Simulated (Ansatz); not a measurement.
Energy landscape near a Al2Au structure

Method: DFT PBEsol, scalar-relativistic, plane waves, PAW (Ansatz).

Cutoff 420 eV; k points 12×12×12 on the computed 3-atom cell (Γ-centred); Gaussian smearing, width 0.10 eV; no spin polarisation.

Reference cell:

```
CELL_PARAMETERS angstrom
0.00000 3.00000 3.00000
3.00000 0.00000 3.00000
3.00000 3.00000 0.00000
ATOMIC_POSITIONS crystal
Al 0.25000 0.25000 0.25000
Al 0.75000 0.75000 0.75000
Au 0.00000 0.00000 0.00000
```

Each variant moves atoms of this cell by the vectors given, if any (Å), and then applies a symmetric strain (tensor components, Cartesian axes). The reference cell isn't relaxed at this level. Energies are per atom at zero smearing, counted from the lowest variant. Pressure is positive in compression.

1. strain (xx yy zz yz xz xy, %) -1.22 1.88 1.16 0.00 -6.00 0.00; moves: Al1 (0.000, 0.068, 0.000); Al2 (0.000, 0.267, 0.000); Au3 (0.000, -0.334, 0.000)
2. strain (xx yy zz yz xz xy, %) -3.09 -3.09 -3.09 0.00 0.00 0.00
3. strain (xx yy zz yz xz xy, %) -1.98 -1.98 -1.29 -1.09 1.09 -2.00; moves: Al1 (-0.076, 0.074, 0.061); Al2 (0.074, -0.076, -0.061); Au3 (0.001, 0.001, 0.000)
4. strain (xx yy zz yz xz xy, %) 3.41 3.41 3.41 0.00 0.00 0.00

```csv
result,ΔE (meV/atom),P (GPa),largest force (eV/Å)
A,26.0,9.02,1.30
B,6.7,13.75,0.00
C,478.1,13.91,4.48
D,0.0,-8.97,0.00
```

Task: Which variant gave which result?

Result: A is 3, B is 2, C is 1, D is 4.

Spin–orbit coupling is left out, which can shift energies with elements as heavy as these.